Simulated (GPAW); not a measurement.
A run of GPAW 26.7.0:

The input run.py:

```python
from ase.dft.bandgap import bandgap
from ase.io import read, write
from ase.units import GPa
from gpaw import GPAW, PW

atoms = read('C.xyz')

calc = GPAW(mode=PW(800),
            xc='mBEEF',
            kpts={'size': (10, 10, 10), 'gamma': True},
            occupations={'name': 'fermi-dirac', 'width': 0.05},
            nbands=11,
            convergence={'density': 1e-05, 'energy': 1e-05},
            maxiter=150,
            txt='gpaw.txt')
atoms.calc = calc
energy = atoms.get_potential_energy()
forces = atoms.get_forces()
stress = atoms.get_stress()
calc.write('gs.gpw')
write('result.traj', atoms)
print(f'Energy: {energy:.6f} eV')
print('Forces (eV/A):')
print(forces.round(4))
print('Stress (GPa):', (stress / GPa).round(3))
print('Fermi level:', round(calc.get_fermi_level(), 4), 'eV')
print(f'Gap: {bandgap(calc)[0]:.4f} eV, direct: {bandgap(calc, direct=True)[0]:.4f} eV')

path = atoms.cell.bandpath('GXWKGLUWLK,UX', npoints=80, eps=1e-4)
bs_calc = calc.fixed_density(kpts=path, symmetry='off', nbands=18,
                             convergence={'bands': 'CBM+6.0', 'eigenstates': 1e-6}, txt='bands.txt')
bs = bs_calc.band_structure()
bs.write('bs.json')
print(f'Gap on the path: {bandgap(bs_calc)[0]:.4f} eV')
```

The input C.xyz:

```xyz
2
Lattice="0.0000000000 1.7833700000 1.7833700000 1.7833700000 0.0000000000 1.7833700000 1.7833700000 1.7833700000 0.0000000000" Properties=species:S:1:pos:R:3 pbc="T T T"
C      2.6750550000      2.6750550000      2.6750550000
C      1.7833700000      1.7833700000      1.7833700000
```

Potentials or basis: GPAW PAW data sets (gpaw-data 1.2.1), pw.

Run with:

```sh
$ OMP_NUM_THREADS=1 python run.py
```

Hardware: 1 thread of Intel(R) Xeon(R) 6975P-C (Granite Rapids) (shared host).

Question: Estimate the wall time of this run.

Answer: Wall time 32 s on 1 thread of Intel(R) Xeon(R) 6975P-C (Granite Rapids), on a shared host, peak memory 0.19 GiB. Counts: scf iterations 19, plane waves 596, bands 11, k points 47.
